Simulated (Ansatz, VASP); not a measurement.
# Cross-check of VSb2 between VASP and Ansatz

One calculation is typed for both programs; each brings its own data sets and cutoff. How far apart do they land?

Program: Ansatz 0.2.0. Level of theory: plane waves, with VASP 6.6.1 beside it; zone-centre phonons at LDA, DFT+U. Results are calculated unless marked as measured.

## Step 1: Starting point

The structure is tetragonal, space group I4/mcm (No. 140). Conventional cell: a = 6.554 Å, b = 6.554 Å, c = 5.637 Å, α = 90.00°, β = 90.00°, γ = 90.00°. Nearest to Sb lie 4 V at 2.85 Å and 1 Sb at 2.88 Å. Nearest to V lie 2 V at 2.82 Å and 8 Sb at 2.85 Å. Farther neighbours are not listed.

As a file:

```
Sb V
1.0
    -3.27690    3.27690    2.81830
     3.27690   -3.27690    2.81830
     3.27690    3.27690   -2.81830
Sb V
4 2
Cartesian
  1.0190 2.2579 2.8183
  2.2579 -1.0190 2.8183
  2.2579 1.0190 0.0000
  1.0190 4.2959 0.0000
  0.0000 0.0000 4.2274
  0.0000 0.0000 1.4091
```

## Step 2: VASP: zone-centre phonons, LDA, DFT+U

Second derivatives magnify differences that forces hide, and they need a tight electronic threshold.

Lines of VASP's logs that name or quote its potential files are left out, and so is its time.

The input, INCAR:

```
SYSTEM = VSb2
PREC = Accurate
ENCUT = 450
EDIFF = 1E-08
NELM = 100
ISMEAR = 1
SIGMA = 0.15
LREAL = .FALSE.
ALGO = Normal
GGA = CA
NBANDS = 32
ISPIN = 2
MAGMOM = 0 0 0 0 2 2
LDAU = .TRUE.
LDAUTYPE = 2
LDAUL = -1 2
LDAUU = 0 3.25
LDAUJ = 0 0
LDAUPRINT = 1
LASPH = .TRUE.
LMAXMIX = 4
LORBIT = 11
LWAVE = .FALSE.
LCHARG = .FALSE.
KPAR = 4
IBRION = 6
NFREE = 2
POTIM = 0.015
NSW = 1
ISIF = 2
```

The input, POSCAR:

```
VSb2
1.0
   -3.2769000000      3.2769000000      2.8183000000
    3.2769000000     -3.2769000000      2.8183000000
    3.2769000000      3.2769000000     -2.8183000000
Sb V
4 2
Direct
    0.8445136755      0.6554863245      0.5000000000
    0.3445136755      0.8445136755      0.1890273510
    0.1554863245      0.3445136755      0.5000000000
    0.6554863245      0.1554863245      0.8109726490
    0.7500000000      0.7500000000      0.0000000000
    0.2500000000      0.2500000000      0.0000000000
```

The input, KPOINTS:

```
Automatic mesh
0
Gamma
8 8 8
0 0 0
```

The projector-augmented-wave data sets are Sb and V_sv (LDA family, release 64).

Command:

```bash
$ mpirun -np 4 vasp_std
```

Numbers of over 12 decimals in the logs are rounded to 6 here.

What it wrote:

```text
[banner, memory and clock lines left out]
running    4 mpi-ranks, on    1 nodes
 distrk:  each k-point on    1 cores,    4 groups
 distr:  one band on    1 cores,    1 groups

 POSCAR found type information on POSCAR SbV
 POSCAR found :  2 types and       6 ions
 LDA part: xc-table for (Slater(with rela. corr.)+CA(PZ))
 , standard interpolation
 POSCAR, INCAR and KPOINTS ok, starting setup
 FFT: planning ... GRIDC
 FFT: planning ... GRID_SOFT
 FFT: planning ... GRID
 WAVECAR not read
 entering main loop
       N       E                     dE             d eps       ncg     rms          rms(c)
DAV:   1     0.416675978650E+03    0.41668E+03   -0.21256E+04  8920   0.118E+03
DAV:   2    -0.900206782336E+01   -0.42568E+03   -0.40646E+03  8688   0.353E+02
DAV:   3    -0.354273442702E+02   -0.26425E+02   -0.25365E+02  9832   0.871E+01
DAV:   4    -0.360458235670E+02   -0.61848E+00   -0.61404E+00  9528   0.136E+01
DAV:   5    -0.360572397570E+02   -0.11416E-01   -0.11401E-01  9896   0.189E+00    0.254E+01
DAV:   6    -0.402050829611E+02   -0.41478E+01   -0.70301E+01 10224   0.514E+01    0.268E+01
DAV:   7    -0.332464975073E+02    0.69586E+01   -0.41580E+01  9984   0.470E+01    0.102E+01
DAV:   8    -0.331557439601E+02    0.90754E-01   -0.26233E+00  8648   0.786E+00    0.382E+00
DAV:   9    -0.331365204475E+02    0.19224E-01   -0.47279E-01  9816   0.398E+00    0.159E+00
DAV:  10    -0.331517594878E+02   -0.15239E-01   -0.33033E-02  9376   0.116E+00    0.965E-01
DAV:  11    -0.331695874587E+02   -0.17828E-01   -0.37105E-02  9632   0.101E+00    0.372E-01
DAV:  12    -0.331717791641E+02   -0.21917E-02   -0.50326E-03  9552   0.350E-01    0.192E-01
DAV:  13    -0.331725060411E+02   -0.72688E-03   -0.92965E-04  9984   0.117E-01    0.911E-02
DAV:  14    -0.331726648252E+02   -0.15878E-03   -0.29317E-04  9704   0.765E-02    0.436E-02
DAV:  15    -0.331726954832E+02   -0.30658E-04   -0.73167E-05  9528   0.410E-02    0.209E-02
DAV:  16    -0.331727134565E+02   -0.17973E-04   -0.29346E-05  9608   0.205E-02    0.221E-02
DAV:  17    -0.331727228741E+02   -0.94176E-05   -0.15674E-05  9752   0.156E-02    0.190E-02
DAV:  18    -0.331727327968E+02   -0.99226E-05   -0.75709E-05  9560   0.355E-02    0.768E-03
DAV:  19    -0.331727335022E+02   -0.70541E-06   -0.56914E-06  8840   0.123E-02    0.501E-03
DAV:  20    -0.331727337138E+02   -0.21164E-06   -0.57982E-07  9848   0.311E-03    0.210E-03
DAV:  21    -0.331727338514E+02   -0.13757E-06   -0.69119E-07  9336   0.343E-03    0.125E-03
DAV:  22    -0.331727338889E+02   -0.37480E-07   -0.21368E-07  8752   0.187E-03    0.402E-04
DAV:  23    -0.331727338977E+02   -0.88767E-08   -0.19851E-08  6880   0.653E-04
   1 F= -.33172734E+02 E0= -.33172044E+02  d E =-.206995E-02  mag=     1.6745
[...]
2 F= -.33171876E+02 E0= -.33171175E+02  d E =-.210278E-02  mag=     1.6675
[...]
4 F= -.33172249E+02 E0= -.33171559E+02  d E =-.207015E-02  mag=     1.6744
[...]
5 F= -.33172249E+02 E0= -.33171559E+02  d E =-.207035E-02  mag=     1.6743
[...]
6 F= -.33171823E+02 E0= -.33171132E+02  d E =-.207353E-02  mag=     1.6752
[...]
7 F= -.33171823E+02 E0= -.33171132E+02  d E =-.207355E-02  mag=     1.6751
[...]
8 F= -.33172169E+02 E0= -.33171477E+02  d E =-.207699E-02  mag=     1.6747
 Finite differences progress:
  Degree of freedom:   4/  4
  Displacement:        1/  2
  Total:               7/  8
 bond charge predicted
       N       E                     dE             d eps       ncg     rms          rms(c)
DAV:   1    -0.331357402901E+02    0.36429E-01   -0.40479E+00 12816   0.267E+01    0.626E-01
DAV:   2    -0.331721764267E+02   -0.36436E-01   -0.36571E-01 10720   0.341E+00    0.382E-01
DAV:   3    -0.331735172360E+02   -0.13408E-02   -0.12863E-02 13592   0.105E+00    0.452E-01
DAV:   4    -0.331722562959E+02    0.12609E-02   -0.50772E-03 13360   0.661E-01    0.171E-01
DAV:   5    -0.331722320574E+02    0.24239E-04   -0.89698E-04 12936   0.264E-01    0.102E-01
DAV:   6    -0.331721706631E+02    0.61394E-04   -0.41772E-04 13208   0.157E-01    0.359E-02
DAV:   7    -0.331721691513E+02    0.15117E-05   -0.31123E-05 12312   0.477E-02    0.135E-02
DAV:   8    -0.331721688493E+02    0.30199E-06   -0.52660E-06 12272   0.161E-02    0.604E-03
DAV:   9    -0.331721692212E+02   -0.37192E-06   -0.92356E-07 12896   0.790E-03    0.226E-03
DAV:  10    -0.331721693768E+02   -0.15558E-06   -0.33021E-07 12912   0.382E-03    0.205E-03
DAV:  11    -0.331721695245E+02   -0.14772E-06   -0.36226E-07 11368   0.314E-03    0.205E-03
DAV:  12    -0.331721696115E+02   -0.86988E-07   -0.14891E-07 10440   0.194E-03    0.216E-03
DAV:  13    -0.331721694661E+02    0.14543E-06   -0.46852E-07 11936   0.419E-03    0.191E-03
DAV:  14    -0.331721693449E+02    0.12122E-06   -0.55014E-07 12000   0.419E-03    0.162E-03
DAV:  15    -0.331721691249E+02    0.22000E-06   -0.60560E-06 14408   0.139E-02    0.103E-03
DAV:  16    -0.331721691459E+02   -0.21066E-07   -0.12288E-06 13232   0.568E-03    0.834E-04
DAV:  17    -0.331721691520E+02   -0.60481E-08   -0.36942E-08  9192   0.153E-03
   9 F= -.33172169E+02 E0= -.33171477E+02  d E =-.207711E-02  mag=     1.6745
 Finite differences progress:
  Degree of freedom:   4/  4
  Displacement:        2/  2
  Total:               8/  8
```

OUTCAR, selected parts (step 2):

```text
ion  position               nearest neighbor table
   1  0.845  0.655  0.500-   6 2.85   5 2.85   5 2.85   6 2.85   3 2.88   3 3.32   3 3.32   2 3.48
                             4 3.48   4 3.48   2 3.48   2 3.50   4 3.50   2 3.50   4 3.50
   2  0.345  0.845  0.189-   6 2.85   5 2.85   5 2.85   6 2.85   4 2.88   4 3.32   4 3.32   3 3.48
                             1 3.48   1 3.48   3 3.48   1 3.50   3 3.50   1 3.50   3 3.50
   3  0.155  0.345  0.500-   5 2.85   6 2.85   6 2.85   5 2.85   1 2.88   1 3.32   1 3.32   2 3.48
                             4 3.48   4 3.48   2 3.48   2 3.50   4 3.50   4 3.50   2 3.50
   4  0.655  0.155  0.811-   6 2.85   5 2.85   5 2.85   6 2.85   2 2.88   2 3.32   2 3.32   3 3.48
                             1 3.48   1 3.48   3 3.48   1 3.50   3 3.50   1 3.50   3 3.50
   5  0.750  0.750  0.000-   6 2.82   6 2.82   3 2.85   1 2.85   3 2.85   1 2.85   2 2.85   4 2.85
                             4 2.85   2 2.85
   6  0.250  0.250  0.000-   5 2.82   5 2.82   1 2.85   3 2.85   1 2.85   3 2.85   4 2.85   2 2.85
                             4 2.85   2 2.85

  LATTYP: Found a body centered tetragonal cell.
 ALAT       =     6.5538000000
 C/A-ratio  =     0.8600506576

 Subroutine GETGRP returns: Found 16 space group operations
 (whereof  8 operations were pure point group operations)

The static configuration has the point symmetry C_4h.
 The point group associated with its full space group is D_4h.

 Found     59 irreducible k-points:

   k-points           NKPTS =     59   k-points in BZ     NKDIM =     59   number of bands    NBANDS=     32

   dimension x,y,z NGX =    40 NGY =   40 NGZ =   40
   dimension x,y,z NGXF=    80 NGYF=   80 NGZF=   80

   ENCUT  =  450.0 eV  33.07 Ry    5.75 a.u.   9.38  9.38  9.38*2*pi/ulx,y,z

   NELECT =      46.0000    total number of electrons

 k-points in reciprocal lattice and weights: Automatic mesh
   0.00000000  0.00000000  0.00000000       0.002
   0.12500000  0.00000000  0.00000000       0.016
   0.25000000  0.00000000  0.00000000       0.016
   0.37500000  0.00000000  0.00000000       0.016
   0.50000000  0.00000000  0.00000000       0.008
   0.12500000  0.12500000  0.00000000       0.016
   0.25000000  0.12500000  0.00000000       0.031
   0.37500000  0.12500000 -0.00000000       0.031
   0.50000000  0.12500000  0.00000000       0.031
[...]
-0.37500000 -0.37500000  0.37500000       0.004
   0.50000000  0.50000000  0.50000000       0.002

atom =   5  type =  2  l = 2

 onsite density matrix

spin component  1

  0.5308  0.0000 -0.0000 -0.0000  0.0033
  0.0000  0.2260  0.0000 -0.0000 -0.0000
[...]
total drift:                               -0.000000     -0.000000     -0.000329

  FREE ENERGIE OF THE ION-ELECTRON SYSTEM (eV)
  ---------------------------------------------------
  free  energy   TOTEN  =       -33.1721691520 eV

  energy  without entropy=      -33.1700920372  energy(sigma->0) =      -33.17147678

 Eigenvectors and eigenvalues of the dynamical matrix
 ----------------------------------------------------

   1 f  =    6.747597 THz    42.396399 2PiTHz  225.075594 cm-1    27.905804 meV
             X         Y         Z           dx          dy          dz
      1.019026  2.257874  2.818300     0.000000   -0.000000   -0.060347
      2.257874 -1.019026  2.818300     0.000000   -0.000000    0.177314
      2.257874  1.019026  0.000000     0.000000    0.000000    0.060347
      1.019026  4.295926  0.000000     0.000000   -0.000000   -0.177314
      0.000000  0.000000  4.227450     0.301090   -0.611770    0.000000
      0.000000  0.000000  1.409150    -0.301090    0.611770   -0.000000

   2 f  =    6.747597 THz    42.396399 2PiTHz  225.075594 cm-1    27.905804 meV
             X         Y         Z           dx          dy          dz
      1.019026  2.257874  2.818300     0.000000    0.000000   -0.177314
      2.257874 -1.019026  2.818300     0.000000    0.000000   -0.060347
      2.257874  1.019026  0.000000     0.000000    0.000000    0.177314
      1.019026  4.295926  0.000000    -0.000000    0.000000    0.060347
      0.000000  0.000000  4.227450    -0.611770   -0.301090   -0.000000
      0.000000  0.000000  1.409150     0.611770    0.301090    0.000000

   3 f  =    6.582424 THz    41.358593 2PiTHz  219.566047 cm-1    27.222708 meV
             X         Y         Z           dx          dy          dz
      1.019026  2.257874  2.818300     0.194538    0.230155    0.000000
      2.257874 -1.019026  2.818300     0.005063    0.123095    0.000000
      2.257874  1.019026  0.000000     0.194538    0.230155   -0.000000
      1.019026  4.295926  0.000000     0.005063    0.123095   -0.000000
      0.000000  0.000000  4.227450    -0.308791   -0.546493   -0.000000
      0.000000  0.000000  1.409150    -0.308791   -0.546493    0.000000

   4 f  =    6.582424 THz    41.358593 2PiTHz  219.566047 cm-1    27.222708 meV
             X         Y         Z           dx          dy          dz
      1.019026  2.257874  2.818300    -0.123095    0.005063   -0.000000
      2.257874 -1.019026  2.818300    -0.230155    0.194538    0.000000
      2.257874  1.019026  0.000000    -0.123095    0.005063   -0.000000
      1.019026  4.295926  0.000000    -0.230155    0.194538   -0.000000
      0.000000  0.000000  4.227450     0.546493   -0.308791   -0.000000
      0.000000  0.000000  1.409150     0.546493   -0.308791    0.000000

   5 f  =    6.303023 THz    39.603060 2PiTHz  210.246209 cm-1    26.067196 meV
             X         Y         Z           dx          dy          dz
      1.019026  2.257874  2.818300    -0.171467   -0.171467   -0.000000
      2.257874 -1.019026  2.818300    -0.171467    0.171467   -0.000000
      2.257874  1.019026  0.000000     0.171467    0.171467   -0.000000
      1.019026  4.295926  0.000000     0.171467   -0.171467   -0.000000
      0.000000  0.000000  4.227450    -0.000000   -0.000000   -0.618383
      0.000000  0.000000  1.409150    -0.000000    0.000000    0.618383

   6 f  =    5.354443 THz    33.642957 2PiTHz  178.604991 cm-1    22.144187 meV
             X         Y         Z           dx          dy          dz
      1.019026  2.257874  2.818300    -0.353553    0.353553    0.000000
      2.257874 -1.019026  2.818300    -0.353553   -0.353553    0.000000
      2.257874  1.019026  0.000000     0.353553   -0.353553   -0.000000
      1.019026  4.295926  0.000000     0.353553    0.353553    0.000000
      0.000000  0.000000  4.227450     0.000000   -0.000000    0.000000
      0.000000  0.000000  1.409150    -0.000000    0.000000    0.000000

   7 f  =    4.989204 THz    31.348095 2PiTHz  166.421943 cm-1    20.633682 meV
             X         Y         Z           dx          dy          dz
      1.019026  2.257874  2.818300    -0.353553    0.353553    0.000000
      2.257874 -1.019026  2.818300     0.353553    0.353553   -0.000000
      2.257874  1.019026  0.000000     0.353553   -0.353553    0.000000
      1.019026  4.295926  0.000000    -0.353553   -0.353553   -0.000000
      0.000000  0.000000  4.227450     0.000000   -0.000000    0.000000
      0.000000  0.000000  1.409150    -0.000000   -0.000000    0.000000

   8 f  =    4.294011 THz    26.980064 2PiTHz  143.232777 cm-1    17.758593 meV
             X         Y         Z           dx          dy          dz
      1.019026  2.257874  2.818300    -0.000000   -0.000000    0.208359
      2.257874 -1.019026  2.818300    -0.000000    0.000000    0.208359
      2.257874  1.019026  0.000000     0.000000   -0.000000    0.208359
      1.019026  4.295926  0.000000     0.000000   -0.000000    0.208359
      0.000000  0.000000  4.227450     0.000000    0.000000   -0.642785
      0.000000  0.000000  1.409150    -0.000000    0.000000   -0.642785

   9 f  =    3.503317 THz    22.011991 2PiTHz  116.858083 cm-1    14.488549 meV
             X         Y         Z           dx          dy          dz
      1.019026  2.257874  2.818300     0.230282    0.383044    0.000000
      2.257874 -1.019026  2.818300    -0.305736   -0.432629    0.000000
      2.257874  1.019026  0.000000     0.230282    0.383044   -0.000000
      1.019026  4.295926  0.000000    -0.305736   -0.432629   -0.000000
      0.000000  0.000000  4.227450     0.117014    0.076896    0.000000
      0.000000  0.000000  1.409150     0.117014    0.076896   -0.000000

  10 f  =    3.503317 THz    22.011991 2PiTHz  116.858083 cm-1    14.488549 meV
             X         Y         Z           dx          dy          dz
      1.019026  2.257874  2.818300    -0.432629    0.305736   -0.000000
      2.257874 -1.019026  2.818300     0.383044   -0.230282    0.000000
      2.257874  1.019026  0.000000    -0.432629    0.305736    0.000000
      1.019026  4.295926  0.000000     0.383044   -0.230282   -0.000000
      0.000000  0.000000  4.227450     0.076896   -0.117014    0.000000
      0.000000  0.000000  1.409150     0.076896   -0.117014   -0.000000

  11 f  =    3.286626 THz    20.650479 2PiTHz  109.630039 cm-1    13.592386 meV
             X         Y         Z           dx          dy          dz
      1.019026  2.257874  2.818300    -0.309191   -0.309191    0.000000
      2.257874 -1.019026  2.818300    -0.309191    0.309191   -0.000000
      2.257874  1.019026  0.000000     0.309191    0.309191   -0.000000
      1.019026  4.295926  0.000000     0.309191   -0.309191    0.000000
      0.000000  0.000000  4.227450    -0.000000   -0.000000    0.342933
      0.000000  0.000000  1.409150    -0.000000    0.000000   -0.342933

  12 f  =    2.993126 THz    18.806367 2PiTHz   99.839944 cm-1    12.378570 meV
             X         Y         Z           dx          dy          dz
      1.019026  2.257874  2.818300     0.353553    0.353553    0.000000
      2.257874 -1.019026  2.818300    -0.353553    0.353553   -0.000000
      2.257874  1.019026  0.000000    -0.353553   -0.353553    0.000000
      1.019026  4.295926  0.000000     0.353553   -0.353553   -0.000000
      0.000000  0.000000  4.227450     0.000000   -0.000000    0.000000
      0.000000  0.000000  1.409150    -0.000000   -0.000000    0.000000

  13 f  =    2.966547 THz    18.639367 2PiTHz   98.953370 cm-1    12.268649 meV
             X         Y         Z           dx          dy          dz
      1.019026  2.257874  2.818300     0.000000    0.000000    0.412572
      2.257874 -1.019026  2.818300    -0.000000    0.000000    0.542865
      2.257874  1.019026  0.000000    -0.000000   -0.000000   -0.412572
      1.019026  4.295926  0.000000     0.000000   -0.000000   -0.542865
      0.000000  0.000000  4.227450    -0.185584    0.025308    0.000000
      0.000000  0.000000  1.409150     0.185584   -0.025308   -0.000000
    [... 42 further lines ...]
      1.019026  4.295926  0.000000     0.000000    0.000000   -0.454518
      0.000000  0.000000  4.227450     0.000000    0.000000   -0.294664
      0.000000  0.000000  1.409150     0.000000    0.000000   -0.294664

 ELASTIC MODULI CONTR FROM IONIC RELAXATION (kBar)
 Direction    XX          YY          ZZ          XY          YZ          ZX
 --------------------------------------------------------------------------------
 XX         -10.6176    -10.4400     -7.3803     -0.0000      0.0000      0.0000
 YY         -10.4400    -10.6176     -7.3803     -0.0000      0.0000      0.0000
 ZZ          -7.3803     -7.3803     -5.1733     -0.0000      0.0000      0.0000
 XY          -0.0000     -0.0000     -0.0000    -54.4644      0.0000      0.0000
 YZ           0.0000      0.0000      0.0000      0.0000    -37.4596      0.0000
 ZX           0.0000      0.0000     -0.0000      0.0000      0.0000    -37.4611
 --------------------------------------------------------------------------------

 total charge
# of ion       s       p       d       tot
------------------------------------------
    1        1.165   1.256   0.061   2.482
    2        1.165   1.256   0.061   2.482
    3        1.165   1.256   0.061   2.482
    4        1.165   1.256   0.061   2.482
    5        2.222   6.159   3.080  11.461
    6        2.222   6.159   3.080  11.461
--------------------------------------------------
tot          9.106  17.341   6.405  32.852

 magnetization (x)
# of ion       s       p       d       tot
------------------------------------------
    1       -0.007  -0.053   0.003  -0.057
    2       -0.007  -0.053   0.003  -0.057
    3       -0.007  -0.053   0.003  -0.057
    4       -0.007  -0.053   0.003  -0.057
    5        0.010   0.006   0.930   0.946
    6        0.010   0.006   0.930   0.946
--------------------------------------------------
tot         -0.008  -0.201   1.872   1.663
```

CONTCAR:

```
VSb2
   1.00000000000000
    -3.2768999999999999    3.2768999999999999    2.8182999999999998
     3.2768999999999999   -3.2768999999999999    2.8182999999999998
     3.2768999999999999    3.2768999999999999   -2.8182999999999998
  Sb              V
     4     2
Direct
     0.8445136754999965    0.6554863245000035    0.5000000000000000
     0.3445136754999965    0.8445136754999965    0.1890273510000000
     0.1554863245000035    0.3445136754999965    0.5000000000000000
     0.6554863245000035    0.1554863245000035    0.8109726490000000
     0.7473388212752368    0.7473388212752368    0.0000000000000000
     0.2500000000000000    0.2500000000000000    0.0000000000000000
```

The last energy, forces, stress and levels in OUTCAR belong to the last displaced cell, not to the cell of POSCAR. A U on the itinerant d states of such a compound is hard to justify; it moves the bands at the Fermi level.

(Continued in part 2 of 2.)

[Lines on the potential files, build, host, timing and source positions are cut from VASP's logs without a mark.]

[Logs are printed without paths, hosts, clocks, repeated set-up lines and the standing remarks that a program may print on its own settings, such as how far it seeks lower states.]

[Hosts, paths, dates, database ids (printed as entryN), source tags and the programs' standing remarks are cut or masked in the printed files.]
